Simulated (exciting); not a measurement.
# Sb (Pm-3m) in exciting: equation of state

How stiff is Sb in PBE, and what volume does it want? The cell is scaled to several volumes.

Everything below comes from runs of exciting (release sodium). Logs are shortened: lines on timing, memory, paths and dates and some standing lists are left out, and cuts for length are marked.

**1. The structure**

Symmetry: Pm-3m, No. 221, cubic system. The conventional cell has a = 3.160 Å, b = 3.160 Å, c = 3.160 Å, α = 90.00°, β = 90.00°, γ = 90.00°. Sb (site symmetry m-3m) is surrounded by 6 Sb at 3.16 Å.

This isn't the form of Sb at room conditions, which is rhombohedral.

**2. Equation of state, PBE, 29.66 Å³/atom (volume scaled by 0.94)**

input.xml

```xml
<input>
  <title>Sb</title>
  <structure speciespath="./" tshift="false">
    <crystal scale="1">
      <basevect>5.849632296557 0.000000000000 0.000000000000</basevect>
      <basevect>0.000000000000 5.849632296557 0.000000000000</basevect>
      <basevect>0.000000000000 0.000000000000 5.849632296557</basevect>
    </crystal>
    <species speciesfile="Sb.xml" rmt="2.3">
      <atom coord="0.000000000000 0.000000000000 0.000000000000"/>
    </species>
  </structure>
  <groundstate do="fromscratch" ngridk="8 8 8" rgkmax="9" gmaxvr="14" lmaxapw="10" lmaxmat="10" lmaxvr="8" xctype="GGA_PBE" stype="Fermi Dirac" swidth="0.00183747" nempty="8" ValenceRelativity="iora*" epsengy="1e-05" epspot="1e-05" maxscl="60" outputlevel="normal"/>
</input>
```

Potentials or basis: all-electron LAPW+lo, shipped species files, valence relativity iora*.

Launch:

```bash
> OMP_NUM_THREADS=1 exciting_smp
```

INFO.OUT:

```text
================================================================================
EXCITING SODIUM started
[... 10 lines left out ...]

 Lattice vectors (cartesian) :
      5.8496322966      0.0000000000      0.0000000000
      0.0000000000      5.8496322966      0.0000000000
      0.0000000000      0.0000000000      5.8496322966

 Reciprocal lattice vectors (cartesian) :
      1.0741162843      0.0000000000      0.0000000000
      0.0000000000      1.0741162843      0.0000000000
      0.0000000000      0.0000000000      1.0741162843

 Unit cell volume                           :     200.1638761796
 Brillouin zone volume                      :       1.2392356612

 Species :    1 (Sb)
     parameters loaded from                 :    Sb.xml
     name                                   :    antimony
     nuclear charge                         :     -51.00000000
     electronic charge                      :      51.00000000
     atomic mass                            :  221954.90190000
     muffin-tin radius                      :       2.30000000
     # of radial points in muffin-tin       :     400

     atomic positions (lattice) :
       1 :   0.00000000  0.00000000  0.00000000

 Total number of atoms per unit cell        :       1

 Spin treatment                             :    spin-unpolarised

 Number of Bravais lattice symmetries       :      48
 Number of crystal symmetries               :      48

 k-point grid                               :       8    8    8
 Total number of k-points                   :      35
 k-point set is reduced with crystal symmetries

 R^MT_min * |G+k|_max (rgkmax)              :       9.00000000
 Species with R^MT_min                      :       1 (Sb)
 Maximum |G+k| for APW functions            :       3.91304348
 Maximum |G| for potential and density      :      14.00000000

 G-vector grid sizes                        :      27    27    27
 Total number of G-vectors                  :    9171

 Maximum angular momentum used for
     APW functions                          :      10
     computing H and O matrix elements      :      10
     potential and density                  :       8
     inner part of muffin-tin               :       2

 Total nuclear charge                       :     -51.00000000
 Total electronic charge                    :      51.00000000
 Total core charge                          :      36.00000000
 Total valence charge                       :      15.00000000

 Number of empty states                     :       8
 Total number of valence states             :      16

 Maximum Hamiltonian size                   :     230
 Maximum number of plane-waves              :     216
 Total number of local-orbitals             :      14

 Exchange-correlation type                  :      20
     Perdew-Burke-Ernzerhof, Phys. Rev. Lett. 77, 3865 (1996)
     Generalised gradient approximation (GGA)

 Smearing scheme                            :    Fermi-Dirac
 Smearing width                             :       0.00183747

 Using multisecant Broyden potential mixing
[... 16 lines left out ...]
+ SCF iteration number :    1                                                  +
++++++++++++++++++++++++++++++++++++++++++++++++++++++++++++++++++++++++++++++++
 Total energy                               :     -6483.03180227
 _______________________________________________________________
 Fermi energy                               :         0.25003439
 Kinetic energy                             :      6842.39182629
 Coulomb energy                             :    -13154.68791268
 Exchange energy                            :      -167.97345626
 Correlation energy                         :        -2.76225962

 DOS at Fermi energy (states/Ha/cell)       :        26.81396442

 Electron charges :
     core                                   :        36.00000000
     core leakage                           :         0.00376625
     valence                                :        15.00000000
     interstitial                           :         2.89534662
     charge in muffin-tin spheres :
                  atom     1    Sb          :        48.10465338
     total charge in muffin-tins            :        48.10465338
     total charge                           :        51.00000000

++++++++++++++++++++++++++++++++++++++++++++++++++++++++++++++++++++++++++++++++
+ SCF iteration number :    2                                                  +
++++++++++++++++++++++++++++++++++++++++++++++++++++++++++++++++++++++++++++++++
 Total energy                               :     -6483.30235507
 _______________________________________________________________
 Fermi energy                               :         0.24808643
 Kinetic energy                             :      6842.09317250
 Coulomb energy                             :    -13154.65601466
 Exchange energy                            :      -167.97723285
 Correlation energy                         :        -2.76228007

 DOS at Fermi energy (states/Ha/cell)       :        26.78296876

 Electron charges :
     core                                   :        36.00000000
     core leakage                           :         0.00375454
     valence                                :        15.00000000
     interstitial                           :         2.89252226
     charge in muffin-tin spheres :
                  atom     1    Sb          :        48.10747774
     total charge in muffin-tins            :        48.10747774
     total charge                           :        51.00000000
[... 217 lines left out ...]
 RMS change in effective potential (target) :  0.609341E-08  ( 0.100000E-04)
 Absolute change in total energy   (target) :  0.630569E-05  ( 0.100000E-04)
 Charge distance                   (target) :  0.845924E-08  ( 0.100000E-04)

++++++++++++++++++++++++++++++++++++++++++++++++++++++++++++++++++++++++++++++++
+ SCF iteration number :   11                                                  +
++++++++++++++++++++++++++++++++++++++++++++++++++++++++++++++++++++++++++++++++
 Total energy                               :     -6483.63905474
 _______________________________________________________________
 Fermi energy                               :         0.24250860
 Kinetic energy                             :      6841.50869519
 Coulomb energy                             :    -13154.40669560
 Exchange energy                            :      -167.97878879
 Correlation energy                         :        -2.76226554

 DOS at Fermi energy (states/Ha/cell)       :        26.74521944

 Electron charges :
     core                                   :        36.00000000
     core leakage                           :         0.00373408
     valence                                :        15.00000000
     interstitial                           :         2.88864603
     charge in muffin-tin spheres :
                  atom     1    Sb          :        48.11135397
     total charge in muffin-tins            :        48.11135397
     total charge                           :        51.00000000

 RMS change in effective potential (target) :  0.388705E-08  ( 0.100000E-04)
 Absolute change in total energy   (target) :  0.123673E-05  ( 0.100000E-04)
 Charge distance                   (target) :  0.331178E-08  ( 0.100000E-04)

++++++++++++++++++++++++++++++++++++++++++++++++++++++++++++++++++++++++++++++++
| Convergency criteria checked for the last 2 iterations                       +
| Convergence targets achieved. Performing final SCF iteration                 +
++++++++++++++++++++++++++++++++++++++++++++++++++++++++++++++++++++++++++++++++
 Total energy                               :     -6483.63905481
 _______________________________________________________________
 Fermi energy                               :         0.24250860
 Kinetic energy                             :      6841.50869523
 Coulomb energy                             :    -13154.40669571
 Exchange energy                            :      -167.97878880
 Correlation energy                         :        -2.76226554

 DOS at Fermi energy (states/Ha/cell)       :        26.74521857

 Electron charges :
     core                                   :        36.00000000
     core leakage                           :         0.00373408
     valence                                :        15.00000000
     interstitial                           :         2.88864603
     charge in muffin-tin spheres :
                  atom     1    Sb          :        48.11135397
     total charge in muffin-tins            :        48.11135397
     total charge                           :        51.00000000

++++++++++++++++++++++++++++++++++++++++++++++++++++++++++++++++++++++++++++++++
[... 7 lines left out ...]

--------------------------------------------------------------------------------
- CAUTION! Warnings have been written in file WARNING.OUT !                    -
--------------------------------------------------------------------------------
================================================================================
| EXCITING SODIUM stopped                                                      =
================================================================================
```

Run time: 19 s. Hardware: 1 thread of Arm Neoverse V2, shared host; peak memory 0.1 GiB.

What came out:

| Property | Result |
| --- | --- |
| Free energy | -176428.8138 eV |
| Band gap on the k mesh | none (metal or under the smearing width) |
| All electrons inside the program's atomic spheres | Sb 48.11 (radii Sb 2.3 bohr) |

Caveat: the log's total energy holds no entropy term; the free energy is that total less TS from the occupations.

**3. Equation of state, PBE, 30.29 Å³/atom (volume scaled by 0.96)**

Changes to input.xml since step 2:

```diff
@@ -4,5 +4,5 @@
     <crystal scale="1">
-      <basevect>5.849632296557 0.000000000000 0.000000000000</basevect>
-      <basevect>0.000000000000 5.849632296557 0.000000000000</basevect>
-      <basevect>0.000000000000 0.000000000000 5.849632296557</basevect>
+      <basevect>5.890828247650 0.000000000000 0.000000000000</basevect>
+      <basevect>0.000000000000 5.890828247650 0.000000000000</basevect>
+      <basevect>0.000000000000 0.000000000000 5.890828247650</basevect>
     </crystal>
```

Potentials or basis: all-electron LAPW+lo, shipped species files, valence relativity iora*.

Launch:

```bash
> OMP_NUM_THREADS=1 exciting_smp
```

It took 20 s on 1 thread of Arm Neoverse V2, shared host; peak memory 0.1 GiB.

Results (log left out):

```
Free energy                                       : -176428.8154 eV
Band gap on the k mesh                            : none (metal or under the smearing width)
All electrons inside the program's atomic spheres : Sb 48.10 (radii Sb 2.3 bohr)
```

Caveat: the log's total energy holds no entropy term; the free energy is that total less TS from the occupations.

**4. Equation of state, PBE, 30.92 Å³/atom (volume scaled by 0.98)**

Changes to input.xml since step 3:

```diff
@@ -4,5 +4,5 @@
     <crystal scale="1">
-      <basevect>5.890828247650 0.000000000000 0.000000000000</basevect>
-      <basevect>0.000000000000 5.890828247650 0.000000000000</basevect>
-      <basevect>0.000000000000 0.000000000000 5.890828247650</basevect>
+      <basevect>5.931455933153 0.000000000000 0.000000000000</basevect>
+      <basevect>0.000000000000 5.931455933153 0.000000000000</basevect>
+      <basevect>0.000000000000 0.000000000000 5.931455933153</basevect>
     </crystal>
```

Launch:

```bash
> OMP_NUM_THREADS=1 exciting_smp
```

Wall time 20 s (1 thread of Arm Neoverse V2, shared host); peak memory 0.1 GiB.

It converged, with:

```
Free energy                                       : -176428.8124 eV
Band gap on the k mesh                            : none (metal or under the smearing width)
All electrons inside the program's atomic spheres : Sb 48.09 (radii Sb 2.3 bohr)
```

Caveat: the log's total energy holds no entropy term; the free energy is that total less TS from the occupations.

[end of part 1 of 2]
